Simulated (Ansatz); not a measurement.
Working through band-curvature effective masses by finite differences of ZnO, space group P4_2/mnm

With the Python package of Ansatz (0.2.0).

`zno.xyz`
```text
8
Lattice="5.51757007 0.0 0.0 0.0 5.51757007 0.0 0.0 0.0 3.25877877" Properties=species:S:1:pos:R:3 pbc="T T T"
Zn    1.00404790    1.00404790    1.62938939
Zn    4.51352217    4.51352217    1.62938939
Zn    3.76283293    1.75473714    0.00000000
Zn    1.75473714    3.76283293    0.00000000
O     4.50921886    1.00835121    1.62938939
O     1.00835121    4.50921886    1.62938939
O     3.76713625    3.76713625    0.00000000
O     1.75043382    1.75043382    0.00000000
```

Interactive session:
```pycon
>>> from dataclasses import dataclass
>>> import ansatz as az
>>> import numpy as np
>>> @dataclass(frozen=True)
... class Options:
...     cutoff: int = 550
...     kgrid: tuple[int, ...] = (4, 4, 6)
...     xc: str = 'pbesol'
...     filling: str = 'fixed'
...
>>> settings = Options()
>>> system = az.Crystal.from_extxyz('zno.xyz')
>>> system.resolved().tree()['lattice']
((5.51757007, 0.0, 0.0), (0.0, 5.51757007, 0.0), (0.0, 0.0, 3.25877877))
>>> model = (
...     system.calculation()
...     .basis(settings.cutoff)
...     .kpoints(*settings.kgrid)
...     .functional(settings.xc)
...     .pseudopotentials('paw')
...     .occupations(settings.filling)
... )
>>> # find the band extrema among the mesh points first
>>> done = model.band_table().run(threads=1, backend='cpu')
>>> r = done.report
>>> type(done).__name__, type(r).__name__
('RunOutcome', 'dict')
>>> r['n_kpoints'], r['n_symmetry_ops'], r['n_pw']
(24, 16, 2913)
>>> [(site.symbol, site.position_frac.round(4).tolist()) for site in done.lattice.sites]
[(<Element.ZN: 'Zn'>, [0.182, 0.182, 0.5]), (<Element.ZN: 'Zn'>, [0.818, 0.818, 0.5]), (<Element.ZN: 'Zn'>, [0.682, 0.318, 0.0]), (<Element.ZN: 'Zn'>, [0.318, 0.682, 0.0]), (<Element.O: 'O'>, [0.8172, 0.1828, 0.5]), (<Element.O: 'O'>, [0.1828, 0.8172, 0.5]), (<Element.O: 'O'>, [0.6828, 0.6828, 0.0]), (<Element.O: 'O'>, [0.3172, 0.3172, 0.0])]
>>> levels = np.array(r['eigenvalues_ev'])
>>> filled = round(r['n_electrons'] / 2)
>>> edges = {'top filled band': (filled - 1, levels[:, filled - 1].argmax()), 'lowest empty band': (filled, levels[:, filled].argmin())}
>>> gap = levels[:, filled].min() - levels[:, filled - 1].max()
>>> print(f'gap on the mesh {gap:.3f} eV')
gap on the mesh 0.711 eV
>>> if gap <= 0.05:
...     print('no gap: band-edge masses have no meaning here')
...     edges = {}
...
>>> reciprocal = 2 * np.pi * np.linalg.inv(done.lattice.cell_ang).T
>>> step = 0.006  # 1/A
>>> # m/m_e = (hbar^2/m_e) / (d2E/dk2), with hbar^2/m_e = 7.61996 eV A^2
>>> pairs = [(0, 1), (0, 2), (1, 2)]
>>> moves = [sign * axis for axis in np.eye(3) for sign in (-1, 1)]
>>> moves += [s1 * np.eye(3)[i] + s2 * np.eye(3)[j] for i, j in pairs for s1 in (1, -1) for s2 in (1, -1)]
>>> for name, (band, index) in edges.items():
...     together = int(np.sum(np.abs(levels[index] - levels[index, band]) < 2e-3))
...     print(name, 'at k =', np.round(r['kpoints_frac'][index], 4), f'E = {levels[index, band]:.4f} eV, degeneracy {together}')
...     centre = np.array(r['kpoints_frac'][index]) @ reciprocal
...     points = [centre] + [centre + step * move for move in moves]
...     table = model.band_structure(points, intervals=1, cartesian=True).run(threads=1, backend='cpu').band_structure().channels[0].eigenvalues_ev
...     if together > 1:
...         level = np.flatnonzero(np.abs(levels[index] - levels[index, band]) < 2e-3)
...         along = (table[1, level] + table[2, level] - 2 * table[0, level]) / step ** 2
...         print('  degenerate level, no single mass tensor; masses of its branches along x:', np.round(7.61996 / along, 3), 'm_e')
...         continue
...     e = table[:, band]
...     hessian = np.diag((e[1:7:2] + e[2:7:2] - 2 * e[0]) / step ** 2)
...     for (i, j), (pp, pm, mp, mm) in zip(pairs, e[7:].reshape(3, 4)):
...         hessian[i, j] = hessian[j, i] = (pp - pm - mp + mm) / (4 * step ** 2)
...     curvatures, axes = np.linalg.eigh(hessian)
...     slope = (e[2:7:2] - e[1:7:2]) / (2 * step)
...     print('  slope (eV A):', np.round(slope, 3) + 0.0, '' if np.abs(slope).max() < 0.05 else '- no extremum here, so these are local curvatures and no band-edge masses')
...     for curvature, axis in zip(curvatures, axes.T):
...         print(f'  principal mass {7.61996 / curvature:8.3f} m_e along', np.round(axis, 2) + 0.0)
...
top filled band at k = [0. 0. 0.] E = 6.6160 eV, degeneracy 1
  slope (eV A): [0. 0. 0.]
  principal mass   -0.139 m_e along [0. 0. 1.]
  principal mass   -2.411 m_e along [ 0.6 -0.8  0. ]
  principal mass   -2.411 m_e along [0.8 0.6 0. ]
lowest empty band at k = [0. 0. 0.] E = 7.3273 eV, degeneracy 1
  slope (eV A): [0. 0. 0.]
  principal mass    0.161 m_e along [ 0.98 -0.21  0.  ]
  principal mass    0.161 m_e along [0.21 0.98 0.  ]
  principal mass    0.128 m_e along [0. 0. 1.]
```

Caveats:
- Semilocal gaps usually lie well under measured ones.
- This cell is a computed structure, which may not be the phase found in nature.
- Gaps and levels are Kohn-Sham values on a finite set of k-points.
- The masses are finite-difference curvatures at extrema found on a coarse mesh, which needn't be the true band edges; a step that is long against the gap makes them too heavy. Negative values are curvatures of valence bands (the hole mass is their size). Spin-orbit coupling is left out, and light masses scale with the Kohn-Sham gap.
- Wall time of the script: 30 s on 1 thread of Intel(R) Xeon(R) Processor @ 2.30GHz, on a shared host, peak memory 0.62 GiB.
